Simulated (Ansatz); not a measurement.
This C structure is the end of a relaxation. The cell was reached from a generator's guess, though it ends in a space group that the Crystallography Open Database lists for this formula.

Theory: Ansatz, DFT PBE, scalar-relativistic, plane waves, PAW. Cutoff 420 eV, Γ-centred mesh, Gaussian smearing, no spin polarisation.

```
CELL_PARAMETERS angstrom
0.00000 1.78573 1.78573
1.78573 0.00000 1.78573
1.78573 1.78573 0.00000
ATOMIC_POSITIONS crystal
C 0.50000 0.50000 0.50000
C 0.75000 0.75000 0.75000
```

Energies count from the standard state of C at the same level.

Question: Find its symmetry and describe it.

Answer: Fd-3m (No. 227), the diamond type. Conventional cell: a = 3.571 Å. C is surrounded by 4 C at 1.55 Å.

Question: How far does it lie from the standard state of C?

Answer: +0.136 eV/atom. So it is a metastable form at best.

Question: Is it a metal?

Answer: No, the gap on the 12×12×12 mesh is 4.15 eV.

The last run used a 12×12×12 mesh for its 2-atom cell and Gaussian smearing of 0.02 eV. Kohn–Sham gaps at this level usually fall short of measured ones. The reference form of C is held partly by dispersion forces, which this level lacks. Symmetry constrained the relaxation, so the result can be a saddle point.
